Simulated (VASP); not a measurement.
## SnO2: phonons with r2SCAN

The system is SnO2.

```xyz
3
Lattice="0.0000 2.5741 2.5741 2.5741 0.0000 2.5741 2.5741 2.5741 0.0000" Properties=species:S:1:pos:R:3 pbc="T T T"
Sn    0.0000    0.0000    0.0000
O     3.8612    3.8612    3.8612
O     1.2871    1.2871    1.2871
```

Measurements of this composition are mostly on another form, of space group No. 136.

```yaml
Program: VASP 6.6.1
Task: phonons
Functional: r2SCAN
Potentials_or_basis: VASP PAW PBE potentials, release 64 (Sn_d, O)
Cutoff: 600 eV
k_mesh: 7 × 7 × 7
Occupations: gaussian, width 0.05 eV
Spin: no spin polarisation
Further_INCAR_settings: ALGO = Normal; EDIFF = 1e-08; IBRION = 6; POTIM = 0.015; NSW = 1
```

```json
{
  "Relaxed volume": "10.89 Å³/atom",
  "Relaxed cell": "a = 3.589 Å, b = 3.589 Å, c = 3.589 Å, α = 60.00°, β = 60.00°, γ = 60.00°",
  "Space group after relaxing (to 0.05 Å)": "Fm-3m (No. 225)",
  "Highest phonon frequency at Γ, LO-TO splitting left out": "542 cm⁻¹"
}
```

Step by step:
| step | energy change (eV) | largest force (eV/Å) | pressure (GPa) | volume (Å³) |
| --- | --- | --- | --- | --- |
| 1 | 0.0000 | 0.0000 | -8.77 | 34.11 |
| 2 | 0.0162 | 0.0000 | 12.34 | 31.13 |
| 3 | -0.0408 | 0.0000 | -0.12 | 32.70 |
| 4 | -0.0408 | 0.0000 | 0.08 | 32.67 |
| 5 | -0.0408 | 0.0000 | -0.08 | 32.69 |
| 6 | -0.0409 | 0.0000 | -0.02 | 32.68 |

Final structure:
```yaml
crystal:
  lattice:
    - [0.00000, 2.53761, 2.53761]
    - [2.53761, 0.00000, 2.53761]
    - [2.53761, 2.53761, 0.00000]
  atoms:
    - { symbol: Sn, position: [0.00000, 0.00000, 0.00000] }
    - { symbol: O, position: [0.75000, 0.75000, 0.75000] }
    - { symbol: O, position: [0.25000, 0.25000, 0.25000] }
```

Phonon frequencies in cm⁻¹ (negative: imaginary):
| q point | frequencies |
| --- | --- |
| (0.000, 0.000, 0.000) | -3 -3 -3 320 320 320 542 542 542 |

It took 12 min on 1 thread of Intel(R) Xeon(R) Platinum 8488C (Sapphire Rapids), with other jobs on the host, peak memory 0.22 GiB.

Caveat: the PAW data sets were made with another functional, which shifts forces and pressure a little.
